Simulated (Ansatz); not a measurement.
## Fe (fcc)

Method: r²SCAN, scalar-relativistic; collinear spin; PAW, 500 eV, Γ-centred 20×20×20 mesh, 0.05 eV Gaussian smearing; code Ansatz. The datasets are Ansatz's generated set soft_2.

```xyz
1
Lattice="0.0000 1.8237 1.8237 1.8237 0.0000 1.8237 1.8237 1.8237 0.0000" Properties=species:S:1:pos:R:3 pbc="T T T"
Fe    0.0000    0.0000    0.0000
```

At room temperature and ambient pressure Fe is bcc.

The geometry is fixed. Moments are started on Fe in several ways. q is the propagation vector of an order in a doubled cell, in units of this cell's reciprocal vectors; doubled cells take an equivalent mesh or are counted from a ferromagnetic run in the same cell, unless said otherwise. Energies count from the first row, the state in which the cell was relaxed.

The starts:
- ferromagnetic
- no spin polarisation
- antiparallel, q = (0, 0, 1/2)
- antiparallel, q = (0, 1/2, 1/2)
- small parallel moments

**Question.** Which start ends lowest, and how far above it lies the solution without spin polarisation?

**Answer.** Lowest, alike within 0.5 meV/atom: ferromagnetic; small parallel moments (which grew into the full parallel moments). Without spin polarisation the energy is 980 meV/atom higher.

```json
{"start": "ferromagnetic", "largest typed moment (μB)": "3.22", "ΔE (meV/atom)": "0.0", "gap on the mesh (eV)": "metal", "P (GPa)": "0.0", "final spin moments (μB)": "Fe 2.93"}
{"start": "no spin polarisation", "largest typed moment (μB)": "0.00", "ΔE (meV/atom)": "979.9", "gap on the mesh (eV)": "metal", "P (GPa)": "-40.3", "final spin moments (μB)": "none"}
{"start": "antiparallel, q = (0, 0, 1/2)", "largest typed moment (μB)": "2.50", "ΔE (meV/atom)": "327.2", "gap on the mesh (eV)": "metal", "P (GPa)": "-5.0", "final spin moments (μB)": "Fe 2.73, -2.73"}
{"start": "antiparallel, q = (0, 1/2, 1/2)", "largest typed moment (μB)": "2.50", "ΔE (meV/atom)": "295.4", "gap on the mesh (eV)": "metal", "P (GPa)": "-6.1", "final spin moments (μB)": "Fe 2.68, -2.68"}
{"start": "small parallel moments", "largest typed moment (μB)": "0.50", "ΔE (meV/atom)": "0.0", "gap on the mesh (eV)": "metal", "P (GPa)": "0.0", "final spin moments (μB)": "Fe 2.93"}
```

The program noted a lower state or an instability beside: antiparallel, q = (0, 0, 1/2); antiparallel, q = (0, 1/2, 1/2). The lower rows of the table may be what it saw.

The cell was relaxed in the state of the first row, and its shape doesn't suit: antiparallel, q = (0, 0, 1/2) (uneven stress of 5.4 GPa); antiparallel, q = (0, 1/2, 1/2) (uneven stress of 10.1 GPa).

r²SCAN tends to overstate moments and magnetic energies in metals.

Without spin polarisation the pressure is 40.3 GPa lower than in the lowest state, so the magnetic solution wants the larger cell.

Only orders that fit these small cells were tried.

The run wasn't fully tested for a lower electronic state. Site moments are of spin, integrated over atomic spheres.
